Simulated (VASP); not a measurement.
# C (Fd-3m) in VASP: band structure with PBE-EpsX

Aim: the band structure of C with PBE-EpsX.

Everything below comes from runs of VASP 6.6.1. Logs are shortened: lines on timing, memory, paths and dates and some standing lists are left out, and cuts for length are marked.

## Step 1: The crystal as given

Symmetry: Fd-3m, No. 227, cubic system. The conventional cell has a = 3.573 Å, b = 3.573 Å, c = 3.573 Å, α = 90.00°, β = 90.00°, γ = 90.00°. Around C (site symmetry -43m) lie 4 C at 1.55 Å.

This isn't the form of C at room conditions, which is graphite.

## Step 2: Band structure, PBE-EpsX

File POSCAR:

```
C                                       
1.0
    0.0000000000      1.7867095160      1.7867095160
    1.7867095160      0.0000000000      1.7867095160
    1.7867095160      1.7867095160      0.0000000000
  C             
     2
Direct
     0.0000000000000000    0.0000000000000000    0.0000000000000000
     0.2500000000000000    0.2500000000000000    0.2500000000000000
```

File INCAR.step1:

```
ALGO = Normal ; EDIFF = 1E-8
ENCUT = 520 ; GGA = PE
ISIF = 2 ; ISMEAR = 0
KPAR = 4 ; LASPH = True
LCHARG = False ; LEPSILON = True
LREAL = False ; LWAVE = False
NELM = 100 ; PREC = Accurate
SIGMA = 0.02
```

File KPOINTS.step1:

```
Automatic mesh
0
G
  14 14 14
  0 0 0
```

File INCAR.step2:

```
ALGO = Normal ; EDIFF = 1E-5
ENCUT = 520 ; GGA = PE
ISIF = 2 ; ISMEAR = 0
KPAR = 4 ; LASPH = True
LCHARG = False ; LREAL = False
LWAVE = True ; NELM = 100
PREC = Accurate ; SIGMA = 0.02
```

File KPOINTS.step2:

```
k-points
0
Gamma
  8 8 8
```

File INCAR.step3:

```
AEXX = 0.1707 ; ALGO = Normal
EDIFF = 1E-7 ; ENCUT = 520
GGA = PE ; HFRCUT = -1
ISIF = 2 ; ISMEAR = 0
ISTART = 1 ; KPAR = 4
LASPH = True ; LCHARG = False
LHFCALC = True ; LREAL = False
LWAVE = False ; NELM = 100
PREC = Accurate ; PRECFOCK = Fast
SIGMA = 0.02
```

File KPOINTS.step3:

```
k-points
0
Gamma
  8 8 8
```

File KPOINTS_OPT:

```
path GXWKGLUWLK,UX
10
line-mode
reciprocal
 0.0000000000  0.0000000000  0.0000000000  G
 0.5000000000  0.0000000000  0.5000000000  X

 0.5000000000  0.0000000000  0.5000000000  X
 0.5000000000  0.2500000000  0.7500000000  W

 0.5000000000  0.2500000000  0.7500000000  W
 0.3750000000  0.3750000000  0.7500000000  K

 0.3750000000  0.3750000000  0.7500000000  K
 0.0000000000  0.0000000000  0.0000000000  G

 0.0000000000  0.0000000000  0.0000000000  G
 0.5000000000  0.5000000000  0.5000000000  L

 0.5000000000  0.5000000000  0.5000000000  L
 0.6250000000  0.2500000000  0.6250000000  U

 0.6250000000  0.2500000000  0.6250000000  U
 0.5000000000  0.2500000000  0.7500000000  W

 0.5000000000  0.2500000000  0.7500000000  W
 0.5000000000  0.5000000000  0.5000000000  L

 0.5000000000  0.5000000000  0.5000000000  L
 0.3750000000  0.3750000000  0.7500000000  K

 0.6250000000  0.2500000000  0.6250000000  U
 0.5000000000  0.0000000000  0.5000000000  X
```

Potentials or basis: VASP PAW PBE potentials, release 64 (C).

Launch:

```
$ cat potpaw_PBE.64/C/POTCAR > POTCAR
$ cp INCAR.step1 INCAR
$ cp KPOINTS.step1 KPOINTS
$ mpirun -np 4 vasp_std > vasp.out
$ cp INCAR.step2 INCAR
$ cp KPOINTS.step2 KPOINTS
$ mpirun -np 4 vasp_std > vasp.out
$ cp INCAR.step3 INCAR
$ cp KPOINTS.step3 KPOINTS
$ mpirun -np 4 vasp_std > vasp.out
```

OUTCAR:

```text
AEXX = 0.1707
   EDIFF = 1E-7
   ENCUT = 520
   GGA = PE
   ISIF = 2
   ISMEAR = 0
   ISTART = 1
   LASPH = True
   LHFCALC = True
   LREAL = False
   NELM = 100
   PREC = Accurate
   PRECFOCK = Fast

 ion  position               nearest neighbor table
   1  0.000  0.000  0.000-   2 1.55   2 1.55   2 1.55   2 1.55
   2  0.250  0.250  0.250-   1 1.55   1 1.55   1 1.55   1 1.55

  LATTYP: Found a face centered cubic cell.
 ALAT       =     3.5734190320

  Lattice vectors:

 A1 = (   0.0000000000,   1.7867095160,   1.7867095160)
 A2 = (   1.7867095160,   0.0000000000,   1.7867095160)
 A3 = (   1.7867095160,   1.7867095160,   0.0000000000)

Analysis of symmetry for initial positions (statically):
=====================================================================
 Subroutine PRICEL returns:
 Original cell was already a primitive cell.

 Routine SETGRP: Setting up the symmetry group for a
 face centered cubic supercell.

 Subroutine GETGRP returns: Found 48 space group operations
 (whereof 24 operations were pure point group operations)
 out of a pool of 48 trial point group operations.

The static configuration has the point symmetry T_d .
 The point group associated with its full space group is O_h .

Analysis of symmetry for dynamics (positions and initial velocities):
=====================================================================
 Subroutine PRICEL returns:
 Original cell was already a primitive cell.

 Routine SETGRP: Setting up the symmetry group for a
 face centered cubic supercell.

 Subroutine GETGRP returns: Found 48 space group operations
 (whereof 24 operations were pure point group operations)
 out of a pool of 48 trial point group operations.

The dynamic configuration has the point symmetry T_d .
 The point group associated with its full space group is O_h .

 Subroutine INISYM returns: Found 48 space group operations
 (whereof 24 operations are pure point group operations),
 and found     1 'primitive' translations

----------------------------------------------------------------------------------------

                                     Primitive cell

  volume of cell :      11.4075

  direct lattice vectors                    reciprocal lattice vectors
     0.000000000  1.786709516  1.786709516    -0.279844035  0.279844035  0.279844035
     1.786709516  0.000000000  1.786709516     0.279844035 -0.279844035  0.279844035
     1.786709516  1.786709516  0.000000000     0.279844035  0.279844035 -0.279844035

  length of vectors
     2.526788830  2.526788830  2.526788830     0.484704086  0.484704086  0.484704086

  position of ions in fractional coordinates (direct lattice)
     0.000000000  0.000000000  0.000000000
     0.250000000  0.250000000  0.250000000

  ion indices of the primitive-cell ions
   primitive index   ion index
                 1           1
                 2           2

----------------------------------------------------------------------------------------

 KPOINTS: k-points

Automatic generation of k-mesh.
 Grid dimensions read from file:
 generate k-points for:    8    8    8

 Generating k-lattice:

  Cartesian coordinates                     Fractional coordinates (reciprocal lattice)
    -0.034980504  0.034980504  0.034980504     0.125000000  0.000000000  0.000000000
     0.034980504 -0.034980504  0.034980504     0.000000000  0.125000000  0.000000000
     0.034980504  0.034980504 -0.034980504     0.000000000  0.000000000  0.125000000

  Length of vectors
     0.060588011  0.060588011  0.060588011

  Shift w.r.t. Gamma in fractional coordinates (k-lattice)
     0.000000000  0.000000000  0.000000000

 Subroutine IBZKPT returns following result:
 ===========================================

 Found     29 irreducible k-points:

 Following reciprocal coordinates:
            Coordinates               Weight
  0.000000  0.000000  0.000000      1.000000
  0.125000  0.000000  0.000000      8.000000
  0.250000  0.000000  0.000000      8.000000
  0.375000  0.000000  0.000000      8.000000
  0.500000  0.000000  0.000000      4.000000
  0.125000  0.125000  0.000000      6.000000
[... 16 lines left out ...]
  0.500000  0.250000  0.125000     48.000000
 -0.375000  0.250000  0.125000     24.000000
 [... further k-points ...]
   k-points           NKPTS =     29   k-points in BZ     NKDIM =    512   number of bands    NBANDS=      8
   number of dos      NEDOS =    301   number of ions     NIONS =      2
   total plane-waves  NPLWV =   8000
   dimension x,y,z NGX =    20 NGY =   20 NGZ =   20
   dimension x,y,z NGXF=    40 NGYF=   40 NGZF=   40
   ions per type =               2
   NGX,Y,Z   is equivalent  to a cutoff of  13.16, 13.16, 13.16 a.u.
   NGXF,Y,Z  is equivalent  to a cutoff of  26.32, 26.32, 26.32 a.u.
 SYSTEM =  unknown system
   PREC   = accura    normal or accurate (medium, high low for compatibility)
   ISTART =      1    job   : 0-new  1-cont  2-samecut
   ICHARG =      0    charge: 1-file 2-atom 10-const
   ISPIN  =      1    spin polarized calculation?
   LNONCOLLINEAR =      F non collinear calculations
   LSORBIT =      F    spin-orbit coupling
   LASPH  =      T    aspherical Exc in radial PAW
   ENCUT  =  520.0 eV  38.22 Ry    6.18 a.u.   4.70  4.70  4.70*2*pi/ulx,y,z
   NELM   =    100;   NELMIN=  2; NELMDL=  0     # of ELM steps
   EDIFF  = 0.1E-06   stopping-criterion for ELM
   LREAL  =      F    real-space projection
   EDIFFG = 0.1E-05   stopping-criterion for IOM
   NSW    =      0    number of steps for IOM
   IBRION =     -1    ionic relax: 0-MD 1-quasi-New 2-CG
   NFREE  =      0    steps in history (QN), initial steepest desc. (CG)
   ISIF   =      2    stress and relaxation
   ISYM   =      3    0-nonsym 1-usesym 2-fastsym
   POTIM  = 0.5000    time-step for ionic-motion
   TEBEG  =    0.0;   TEEND  =   0.0 temperature during run
   PSTRESS=    0.0 pullay stress
   NELECT =       8.0000    total number of electrons
   NUPDOWN=      -1.0000    fix difference up-down
   EMIN   =  10.00;   EMAX   =-10.00  energy-range for DOS
   EFERMI =   0.00;   METHOD = LEGACY
   ISMEAR =     0;   SIGMA  =   0.02  broadening in eV -4-tet -1-fermi 0-gaus
   EFERMI_NEDOS =   21; number of points for ismear=-14 and -15
   IALGO  =     38    algorithm
   IMIX   =      1    mixing-type and parameters
     AMIX     =   0.40;   BMIX     =  1.00
     AMIX_MAG =   1.60;   BMIX_MAG =  1.00
  volume/ion in A,a.u.               =       5.70        38.49
  Fermi-wavevector in a.u.,A,eV,Ry     =   1.454479  2.748567 28.783261  2.115510
  Thomas-Fermi vector in A             =   2.571625
   LORBIT       =      0    0 simple, 1 ext, 2 COOP (PROOUT), +10 PAW based schemes
   GGA     = PE    functional components
   LHFCALC =     T    Hartree Fock is set to
   PRECFOCK=fast      Normal, Fast or Accurate (Low or Medium for compatibility)
   ENCUT4O =  -1.0   cutoff for four orbital integrals eV
   NKREDX  =     1    reduce k-point grid by
   NKREDY  =     1    reduce k-point grid by
   NKREDZ  =     1    reduce k-point grid by
   AEXX    =    0.1707 exact exchange contribution
   HFSCREEN=    0.0000 screening length (either q_TF or 0.3 A-1)
   HFSCREENC=   0.0000 screening length for correlation (either q_TF or 0.3 A-1)
   ENCUTFOCK=  -1.0 apply spherical cutoff to Coloumb kernel
   IVDW    =     0    specifies the selected vdW correction
   LEPSILON=     F    determine dielectric tensor
   LRPA    =     F    only Hartree local field effects (RPA)
 non-spin polarized calculation
 Gauss-broadening in eV      SIGMA  =   0.02
  energy-cutoff  :      520.00
  volume of cell :       11.41
 maximum number of plane-waves:       331
  NGX = 12; NGY = 12; NGZ = 12

 number of electron       7.9999999 magnetization

 Free energy of the ion-electron system (eV)
  ---------------------------------------------------
  ext. energy  EPLUGINS =         0.00000000
  ---------------------------------------------------
  free energy    TOTEN  =       -20.86440533 eV

  energy without entropy =      -20.86440533  energy(sigma->0) =      -20.86440533

 E-fermi :   9.1640     XC(G=0): -11.2860

 val. band max:        8.9837151817   @ k =   0.0000   0.0000   0.0000
 cond. band min:      14.3901761434   @ k =   0.3750   0.3750   0.0000
 fundamental gap:      5.4064609617
 Fermi energy:         9.1639956176

 k-point     1 :       0.0000    0.0000    0.0000
  band No.  band energies     occupation
      1     -13.8667      2.00000
      2       8.9837      2.00000
      3       8.9837      2.00000
      4       8.9837      2.00000
      5      15.9846      0.00000
      6      15.9846      0.00000
      7      15.9846      0.00000
      8      24.0219      0.00000

 k-point     2 :       0.1250    0.0000    0.0000
  band No.  band energies     occupation
      1     -13.4136      2.00000
      2       6.4291      2.00000
      3       8.2997      2.00000
      4       8.2997      2.00000
      5      16.8897      0.00000
      6      16.8897      0.00000
      7      17.2970      0.00000
      8      24.4235      0.00000

 k-point     3 :       0.2500    0.0000    0.0000
  band No.  band energies     occupation
      1     -12.0623      2.00000
      2       1.9542      2.00000
      3       7.1312      2.00000
      4       7.1312      2.00000
      5      18.3118      0.00000
      6      18.3118      0.00000
      7      18.5917      0.00000
      8      25.4313      0.00000
[... 210 lines left out ...]
 k-point    23 :       0.5000    0.2500    0.1250
  band No.  band energies     occupation
      1      -8.7461      2.00000
      2      -1.5278      2.00000
      3       2.2999      2.00000
      4       4.6484      2.00000
      5      18.4423      0.00000
      6      20.1738      0.00000
      7      23.1073      0.00000
      8      24.0876      0.00000

 k-point    24 :      -0.3750    0.2500    0.1250
  band No.  band energies     occupation
      1      -6.7498      2.00000
      2      -4.1660      2.00000
      3       2.2480      2.00000
      4       4.0133      2.00000
      5      18.7529      0.00000
      6      19.9906      0.00000
      7      23.8554      0.00000
      8      25.7343      0.00000

 [... further k-points ...]

------------------------ aborting loop because EDIFF is reached ----------------------------------------

  FORCE on cell =-STRESS in cart. coord.  units (eV):
  Direction    XX          YY          ZZ          XY          YZ          ZX
  --------------------------------------------------------------------------------------
  -------------------------------------------------------------------------------------
  Total       -0.4863170     -0.4863170     -0.4863170      0.0000000     -0.0000000      0.0000000
  in kB      -68.3027460    -68.3027460    -68.3027460      0.0000000     -0.0000000      0.0000000
  external PRESSURE =     -68.3027460 kB  Pullay stress =       0.0000000 kB

 VOLUME and BASIS-vectors are now :
 -----------------------------------------------------------------------------
  energy-cutoff  :      520.00
  volume of cell :       11.41
      direct lattice vectors                 reciprocal lattice vectors
     0.000000000  1.786709516  1.786709516    -0.279844035  0.279844035  0.279844035
     1.786709516  0.000000000  1.786709516     0.279844035 -0.279844035  0.279844035
     1.786709516  1.786709516  0.000000000     0.279844035  0.279844035 -0.279844035

 POSITION                                       TOTAL-FORCE (eV/Angst)
 -----------------------------------------------------------------------------------
      0.00000      0.00000      0.00000        -0.000000     -0.000000     -0.000000
      0.89335      0.89335      0.89335         0.000000      0.000000      0.000000
 -----------------------------------------------------------------------------------
    total drift:                               -0.000000      0.000000     -0.000000

  FREE ENERGIE OF THE ION-ELECTRON SYSTEM (eV)
  ---------------------------------------------------
  free  energy   TOTEN  =       -20.8644053289 eV

  energy  without entropy=      -20.8644053289  energy(sigma->0) =      -20.86440533
```

Run time: 6.9 min. Hardware: 4 MPI ranks of Intel Xeon Platinum 8259CL at 2.50GHz (Skylake/Cascade Lake), shared host; peak memory 0.16 GiB.

What came out:

```yaml
Free_energy: -20.8644 eV
Pressure: -6.8 GPa
Band_gap_on_the_k_mesh: 5.41 eV, indirect (least direct gap 7.00 eV)
Band_gap_along_the_path: 5.42 eV, indirect (least direct gap 7.00 eV)
```

Levels at the corners of the path, in eV from the valence-band top:
| point | band 2 | band 3 | band 4 | band 5 | band 6 | band 7 |
| --- | --- | --- | --- | --- | --- | --- |
| Γ | 0.00 | 0.00 | 0.00 | 7.00 | 7.00 | 7.00 |
| X | -13.66 | -6.68 | -6.68 | 6.04 | 6.04 | 18.89 |
| X | -13.66 | -6.68 | -6.68 | 6.04 | 6.04 | 18.89 |
| W | -12.85 | -8.80 | -8.80 | 12.17 | 12.17 | 14.09 |
| W | -12.85 | -8.80 | -8.80 | 12.17 | 12.17 | 14.09 |
| K | -12.56 | -9.85 | -5.70 | 7.00 | 12.34 | 16.30 |
| K | -12.56 | -9.85 | -5.70 | 7.00 | 12.34 | 16.30 |
| Γ | 0.00 | 0.00 | 0.00 | 7.00 | 7.00 | 7.00 |
| Γ | 0.00 | 0.00 | 0.00 | 7.00 | 7.00 | 7.00 |
| L | -14.21 | -2.99 | -2.99 | 10.01 | 10.01 | 10.30 |
| L | -14.21 | -2.99 | -2.99 | 10.01 | 10.01 | 10.30 |
| U | -12.56 | -9.85 | -5.70 | 7.00 | 12.34 | 16.30 |
| U | -12.56 | -9.85 | -5.70 | 7.00 | 12.34 | 16.30 |
| W | -12.85 | -8.80 | -8.80 | 12.17 | 12.17 | 14.09 |
| W | -12.85 | -8.80 | -8.80 | 12.17 | 12.17 | 14.09 |
| L | -14.21 | -2.99 | -2.99 | 10.01 | 10.01 | 10.30 |
| L | -14.21 | -2.99 | -2.99 | 10.01 | 10.01 | 10.30 |
| K | -12.56 | -9.85 | -5.70 | 7.00 | 12.34 | 16.30 |
| U | -12.56 | -9.85 | -5.70 | 7.00 | 12.34 | 16.30 |
| X | -13.66 | -6.68 | -6.68 | 6.04 | 6.04 | 18.89 |

Caveat: the PAW data sets were made with another functional, which shifts forces and pressure a little.
